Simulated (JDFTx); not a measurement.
# Sb: equation of state with PBEsol

Sb:

```
Sb
1.0
     3.12240    0.00000    0.00000
     0.00000    4.34752    0.00000
    -0.03891    0.00000    4.40585
Sb
2
Direct
  0.01139 0.25000 0.24117
  0.98861 0.75000 0.75883
```

This isn't the form of Sb at room conditions, which is rhombohedral.

| Property | Result |
| --- | --- |
| Program | JDFTx 1.7.0 (patched build) |
| Task | equation of state |
| Functional | PBEsol |
| Potentials or basis | PseudoDojo-SR-PBEsol-0.4.1-standard with smoothed tails |
| Cutoff | 1088 eV |
| Density cutoff | 8708 eV |
| k mesh | 9 × 6 × 6 |
| Occupations | fermi-dirac, width 0.05 eV |
| Spin | no spin polarisation |

- Equilibrium volume: 28.76 Å³/atom
- Bulk modulus at fixed shape and positions: 61 GPa
- Pressure derivative of the bulk modulus: 4.6

Energy against volume, from the lowest point:
| volume (Å³/atom) | energy (meV/atom) |
| --- | --- |
| 28.110 | 2.90 |
| 28.708 | 0.00 |
| 29.306 | 1.88 |
| 29.904 | 8.01 |
| 30.502 | 17.92 |
| 31.100 | 31.20 |
| 31.698 | 47.48 |

Caveat: the cell was scaled at fixed shape and fractional positions, which overstates the stiffness of a crystal with free parameters, most of all of layers and chains. Spin-orbit coupling is left out, which matters for the levels of Sb.
